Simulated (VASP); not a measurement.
Input of a VASP 6.6.1 run:

INCAR

```
SYSTEM = Mo
PREC = Accurate
ENCUT = 520
EDIFF = 1E-6
ISMEAR = 0
SIGMA = 0.5
LREAL = .FALSE.
LASPH = .TRUE.
NELM = 80
ALGO = Normal
ISIF = 2
LWAVE = .FALSE.
LCHARG = .FALSE.
GGA = PS
NBANDS = 21
```

File KPOINTS:

```
regular mesh
0
G
  18 18 10
  0 0 0
```

File POSCAR:

```
Mo
1.0
    2.7318100000      0.0000000000      0.0000000000
   -1.3659000000      2.3658100000      0.0000000000
    0.0000000000      0.0000000000      4.8407500000
Mo
2
Direct
    0.3333300000      0.6666700000      0.2500000000
    0.6666700000      0.3333300000      0.7500000000
```

Potentials or basis: VASP PAW PBE potentials, release 64 (Mo_sv).

The run is started by

```sh
$ cat potpaw_PBE.64/Mo_sv/POTCAR > POTCAR
$ mpirun -np 1 vasp_std > vasp.out
```

What does it give for the pressure?

0.8 GPa.

Estimate the band gap on the k mesh.

none (metal or under the smearing width).

Stress tensor (GPa, compression positive):
```
 1.81  0.00  0.00
 0.00  1.81  0.00
 0.00  0.00 -1.27
```

Caveat: the PAW data sets were made with another functional, which shifts forces and pressure a little.
